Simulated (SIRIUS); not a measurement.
# HfS2: equation of state with PBEsol

HfS2:

```xyz
3
Lattice="3.6397 0.0000 0.0000 -1.8198 3.1520 0.0000 0.0000 0.0000 6.0556" Properties=species:S:1:pos:R:3 pbc="T T T"
Hf    0.0000    0.0000    0.0000
S     0.0000    2.1014    1.4294
S     1.8198    1.0507    4.6262
```

The cell is a database's computed one.

```
Program                                     : SIRIUS 7.12.0
Task                                        : equation of state
Functional                                  : PBEsol
Potentials or basis                         : all-electron FP-LAPW
Cutoff                                      : 187 eV
Basis                                       : apw+lo standard
k mesh                                      : 8 × 8 × 5
Occupations                                 : fermi-dirac, width 0.05 eV
Spin                                        : no spin polarisation
Muffin tin radii                            : Hf 2.48, S 2.15 bohr
Basis cutoff (gk_cutoff)                    : 3.71 1/bohr
Cutoff of density and potential (pw_cutoff) : 20 1/bohr
lmax of the basis                           : 11
lmax of density and potential               : 8
Valence relativity                          : iora
Core states                                 : Hf 1s2s2p3s3p3d4s4p4d, S 1s
Local orbitals (radial functions)           : Hf 17, S 12
Smallest sphere radius times basis cutoff   : 7.98
```

```yaml
Equilibrium_volume: 22.80 Å³/atom
Bulk_modulus_at_fixed_shape_and_positions: 97 GPa
Pressure_derivative_of_the_bulk_modulus: 4.3
```

Energy against volume, from the lowest point:
| volume (Å³/atom) | energy (meV/atom) |
| --- | --- |
| 21.768 | 15.20 |
| 22.231 | 4.41 |
| 22.694 | 0.00 |
| 23.157 | 1.57 |
| 23.620 | 8.35 |
| 24.084 | 19.81 |
| 24.547 | 35.57 |

All runs of the series together: 12 min on 1 thread of AMD EPYC 9R45 96-Core Processor (Zen 5), with other jobs on the host.

Caveat: the cell was scaled at fixed shape and fractional positions, which overstates the stiffness of a crystal with free parameters, most of all of layers and chains; this functional lacks dispersion, which binds the layers, so the pressure and a relaxed spacing across them are unreliable. The run has no spin-orbit coupling, so splittings on Hf are missing.
